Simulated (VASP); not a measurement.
## Zn: equation of state with PBE+D3(BJ)

Zn:

```
Zn
1.0
     2.61492    0.00000    0.00000
    -1.30746    2.26458    0.00000
     0.00000    0.00000    4.84828
Zn
2
Direct
  0.66667 0.33333 0.75000
  0.33333 0.66667 0.25000
```

```json
{
  "Program": "VASP 6.6.1",
  "Task": "equation of state",
  "Functional": "PBE",
  "Dispersion": "D3(BJ)",
  "Potentials or basis": "VASP PAW PBE potentials, release 64 (Zn)",
  "Cutoff": "520 eV",
  "k mesh": "10 × 10 × 6",
  "Occupations": "fermi-dirac, width 0.05 eV",
  "Spin": "no spin polarisation",
  "Ladder": "gaps",
  "Further INCAR settings": "ALGO = Normal; EDIFF = 1e-07"
}
```

```json
{
 "Equilibrium volume": "14.37 Å³/atom",
 "Bulk modulus at fixed shape and positions": "90 GPa",
 "Pressure derivative of the bulk modulus": "5.1 (rough: it moves with the points fitted)"
}
```

Energy against volume, from the lowest point:
```tsv
volume (Å³/atom)	energy (meV/atom)
13.781	7.30
14.068	1.82
14.355	0.00
14.642	1.43
14.929	5.71
```

All runs of the series together: 80 s on 1 thread of Intel(R) Xeon(R) Platinum 8375C CPU @ 2.90GHz (Ice Lake), on a shared host.

Caveat: the cell was scaled at fixed shape and fractional positions, which overstates the stiffness of a crystal with free parameters, most of all of layers and chains.
